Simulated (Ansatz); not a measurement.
`FC[SiH](F)F` + acetic acid → `CC(=O)O[SiH](F)F` + fluoromethane at 298.15 K and 1 bar (ligand exchange at the Si–C bond).

Calculated with Ansatz (gas phase, PBE0-D4/def2-TZVP geometries, no zero-point term in ΔE). CBS: MP2 limit from def2 TZ/QZ plus the TZ coupled-cluster correction, frozen cores. This one scheme is used for every species. One conformer a species, not always the lowest.

```
           species  CCSD(T)/CBS energy (Eh)  H − E (kJ/mol)  S (J/(mol·K))
     `FC[SiH](F)F`               -628.43886           135.9          330.0
         `CC(=O)O`               -228.87529           177.3          287.6
`CC(=O)O[SiH](F)F`               -717.72603           200.7          377.5
              `CF`               -139.63461           113.4          222.6
```

H − E and S are ideal-gas, rigid-rotor, harmonic terms from PBE0-D4/def2-TZVP, for one conformer and one mirror image of each species. 1 Eh = 2625.50 kJ/mol, R = 8.31446 J/(mol·K).

Question: By hand: ΔE, ΔH, ΔS and ΔG.

Answer: ΔE = (-717.72603) + (-139.63461) − (-628.43886) − (-228.87529) = -0.04649 Eh = -122.1 kJ/mol. Δ(H − E) = 200.7 + 113.4 − 135.9 − 177.3 = 0.9, so ΔH = -121.2 kJ/mol. ΔS = 377.5 + 222.6 − 330.0 − 287.6 = -17.5 J/(mol·K). ΔG = -121.2 − 298.15 × (-17.5)/1000 = -116.0 kJ/mol.

Question: By hand: the equilibrium constant, and the temperature at which ΔG would vanish if ΔH and ΔS stayed fixed.

Answer: log₁₀ K = −ΔG/(RT ln 10) = 20.3. ΔG = 0 at ΔH/ΔS = 6926 K, far beyond where these terms or the molecules hold.

ΔH outweighs TΔS. A doubt of 5 kJ/mol in ΔE shifts log₁₀ K by 0.9 here. Other conformers and mirror images would add mixing entropy, several J/(mol·K) or more a flexible species. These are equilibria of isolated gas molecules and say nothing of rates. Largest T1 diagnostic: 0.015 (customary marks: 0.02 for closed shells, 0.045 for open ones).
